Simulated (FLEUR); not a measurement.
Al: equation of state with LDA (Perdew-Zunger)

**What was measured.**

“The interpretation of polycrystalline coherent inelastic neutron scattering from aluminium”, 2013, pmc:3831299 quotes, for a bulk crystal of Al: bulk modulus 76.9 GPa.

Crystal: Al.

```
Al
1.0
     0.00000    2.02481    2.02481
     2.02481    0.00000    2.02481
     2.02481    2.02481    0.00000
Al
1
Direct
  0.00000 0.00000 0.00000
```

| Item | Value |
| --- | --- |
| Program | FLEUR MaX-R8.1 (later development tree) |
| Task | equation of state |
| Functional | LDA (Perdew-Zunger) |
| Potentials or basis | all-electron |
| Basis | FLAPW |
| Kmax | 3.8 1/bohr |
| k mesh | 11 × 11 × 11 |
| Occupations | fermi-dirac, width 0.05 eV |
| Spin | no spin polarisation |
| Gmax | 11.8 1/bohr |
| Muffin-tin radii | Al 2.45 bohr |
| lmax | Al 10 |
| Local orbitals a species | Al 4 |

```
Equilibrium volume                      : 15.84 Å³/atom
Bulk modulus                            : 85 GPa
Pressure derivative of the bulk modulus : 4.6 (rough: it moves with the points fitted)
```

Energy against volume, from the lowest point:
| volume (Å³/atom) | energy (meV/atom) |
| --- | --- |
| 15.607 | 0.72 |
| 15.939 | 0.00 |
| 16.603 | 8.86 |
| 17.267 | 29.08 |
| 17.599 | 42.68 |

Against the measured bulk modulus of Al, 76.9 GPa (quoted in “The interpretation of polycrystalline coherent inelastic neutron scattering from aluminium”, 2013, pmc:3831299), the calculated 85 GPa is off by +10.7 %. The fit is for a static lattice scaled at fixed shape and fixed fractional positions. The cell as given is a measured one (16.60 Å³/atom); LDA (Perdew-Zunger) puts the equilibrium volume -4.6 % from it, thermal expansion not counted.
